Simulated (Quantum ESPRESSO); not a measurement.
Se:

```
CELL_PARAMETERS angstrom
2.81056 0.00000 0.00000
0.00000 2.81056 0.00000
0.00000 0.00000 2.81056
ATOMIC_POSITIONS crystal
Se 0.00000 0.00000 0.00000
```

This isn't the form of Se at room conditions, which is trigonal, of chains.

```yaml
Program: Quantum ESPRESSO 7.5
Task: single point
Functional: PBE
Potentials_or_basis: SSSP 1.3 efficiency PBE
Cutoff: 748 eV
Density_cutoff: 5987 eV
k_mesh: 9 × 9 × 9
Occupations: fermi-dirac, width 0.05 eV
Spin: no spin polarisation
```

On this cell: pressure 1.9 GPa; band gap on the k mesh none (metal or under the smearing width).

The same run follows on a disturbed copy (cell strained at random at fixed volume):

```
Se
1.0
     2.77396   -0.00090   -0.00263
    -0.00090    2.88326   -0.00420
    -0.00263   -0.00420    2.77586
Se
1
Direct
  0.01312 0.00779 0.00128
```

Question: What changes?

Answer: The energy (extrapolated to zero smearing) moves by -1.1 meV/atom; pressure 2.1 GPa; band gap on the k mesh none (metal or under the smearing width).

Stress tensor (GPa, compression positive):
```
 1.75  0.00  0.01
 0.00  2.72 -0.01
 0.01 -0.01  1.70
```

The energy falls, though the first cell shows no forces: that form is unstable against this distortion, unless noise or another electronic state is at work.
